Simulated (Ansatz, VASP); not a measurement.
## Two plane-wave programs on MgSiN

```
Mg Si N
1.0
     2.72960    0.00000    0.00000
     0.00000    2.72960    0.00000
     0.00000    0.00000    6.01361
Mg Si N
1 1 1
Direct
  0.50000 0.50000 0.50000
  0.50000 0.50000 0.00000
  0.00000 0.00000 0.00000
```

Change from the starting cell: species swapped into the DyCoC type (P4/mmm, No. 123).

Alike in both runs: functional PBE; k mesh 16 × 16 × 8; occupations gaussian, width 0.1 eV; no spin polarisation.

Ansatz relaxed the structure, and its values are those at the end. VASP's run is a single point on that final structure, the one shown.

|  | VASP | Ansatz |
| --- | --- | --- |
| version | VASP 6.6.1 | Ansatz 0.2.0 |
| potentials or method | VASP PAW PBE potentials, release 64 (Mg, Si, N) | scalar-relativistic, plane waves, PAW |
| plane-wave cutoff (eV) | 520 | 420 |
| valence electrons in the cell | 11 | 19 |

```csv
,VASP,Ansatz,Ansatz less VASP
gap on the k mesh at the Fermi level (eV),none,none,-
pressure (GPa),0.0,0.0,+0.02
```

A gap of «none» marks a metal or a gap that the smearing closes. With one functional, cell and mesh, what is left measures potentials, basis and numerics. The two sets of potentials don't hold the same shells in valence.
